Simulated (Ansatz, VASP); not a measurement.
One calculation of GaN, two programs

The input INCAR:

```
ALGO = Normal ; EDIFF = 1E-6
EDIFFG = -0.01 ; ENCUT = 600
GGA = RP ; IBRION = 2
ISIF = 4 ; ISMEAR = 0
IVDW = 13 ; LASPH = True
LCHARG = False ; LREAL = False
LWAVE = False ; NELM = 60
NSW = 60 ; PREC = Accurate
SIGMA = 0.05
```

KPOINTS

```
k-points
0
Gamma
  8 8 6
```

Contents of POSCAR:

```
GaN
1.0
    3.2118097843      0.0000000001      0.0000000000
   -1.6059048922      2.7815088653      0.0000000000
    0.0000000000      0.0000000000      5.2354757380
Ga N
2 2
Direct
    0.3333333333      0.6666666667     -0.0007355918
    0.6666666667      0.3333333333      0.4992644082
    0.3333333333      0.6666666667      0.3757355918
    0.6666666667      0.3333333333      0.8757355918
```

Input for Ansatz:

```yaml
crystal:
  lattice:
    - [3.2118097843, 1.0e-10, 0.0]
    - [-1.6059048922, 2.7815088653, 0.0]
    - [0.0, 0.0, 5.235475738]
  atoms:
    - { symbol: Ga, position: [0.3333333333, 0.6666666667, -0.0007355918] }
    - { symbol: Ga, position: [0.6666666667, 0.3333333333, 0.4992644082] }
    - { symbol: "N", position: [0.3333333333, 0.6666666667, 0.3757355918] }
    - { symbol: "N", position: [0.6666666667, 0.3333333333, 0.8757355918] }
basis:
  ecutwfc: 420
  ecutrho_ratio: 4
kpoints:
  mp_grid: { grid: [8, 8, 6] }
hamiltonian:
  xc: rpbe
  dispersion: d4
scf:
  occupations: { method: gaussian, width: 0.05 }
output:
  forces: true
  stress: true
  eigenvalues: true
relax:
  f_tol: 0.01
  max_steps: 40
  cell: { stress_tol: 0.1, fix: [volume] }
```

Alike in both runs: task relaxation of shape and atoms at fixed volume; functional RPBE; dispersion D4; k mesh 8 × 8 × 6; occupations gaussian, width 0.05 eV; no spin polarisation.

|  | VASP | Ansatz |
| --- | --- | --- |
| version | VASP 6.6.1 | Ansatz 0.2.0 |
| potentials or method | VASP PAW PBE potentials, release 64 (Ga_d, N) | scalar-relativistic, plane waves, PAW |
| plane-wave cutoff (eV) | 600 | 420 |
| valence electrons in the cell | 36 | 36 |

```csv
,VASP,Ansatz,Ansatz less VASP
"gap on the k mesh at the Fermi level, each at its own relaxed structure (eV)",1.81,1.79,-0.019
relaxed volume (Å³/atom),11.69,11.69,0.000
relaxed cell length with the largest relative difference (Å),3.212,3.212,0.0000
```

Caveats: the relaxation stopped at its first step, so nothing moved; the PAW data sets were made with another functional, which shifts forces and pressure a little (VASP). RPBE gaps usually lie below the measured ones, often by a third to a half.
